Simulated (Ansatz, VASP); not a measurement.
# One calculation of GaS5, two programs

```
Ga S
1.0
     5.93485    0.00000    0.00000
    -2.96743    5.13973    0.00000
     0.00000    0.00000    3.82709
Ga S
1 5
Direct
  0.00000 0.00000 0.00000
  0.33333 0.66667 0.00000
  0.66667 0.33333 0.00000
  0.50000 0.00000 0.50000
  0.50000 0.50000 0.50000
  0.00000 0.50000 0.50000
```

Change from the starting cell: species swapped into the CaCu5 type (P6/mmm, No. 191).

Alike in both runs: functional PBE; k mesh 3 × 3 × 4; occupations gaussian, width 0.1 eV; no spin polarisation.

Ansatz relaxed the structure, and its values are those at the end. VASP's run is a single point on that final structure, the one shown.

|  | VASP | Ansatz |
| --- | --- | --- |
| version | VASP 6.6.1 | Ansatz 0.2.0 |
| potentials or method | VASP PAW PBE potentials, release 64 (Ga_d, S) | scalar-relativistic, plane waves, PAW |
| plane-wave cutoff (eV) | 520 | 420 |
| valence electrons in the cell | 43 | 43 |

Ansatz gave:

```
gap on the k mesh at the Fermi level (eV) : none
pressure (GPa)                            : 0.2
```

Problem. Which values does VASP return?

Solution. gap on the k mesh at the Fermi level (eV): none; pressure (GPa): 0.0.

A gap of «none» marks a metal or a gap that the smearing closes. The functional is the same, so the differences come from potentials, cutoffs and numerics.

Caveats: the k mesh is coarse (spacing up to 0.41 Å⁻¹), so the values aren't converged.
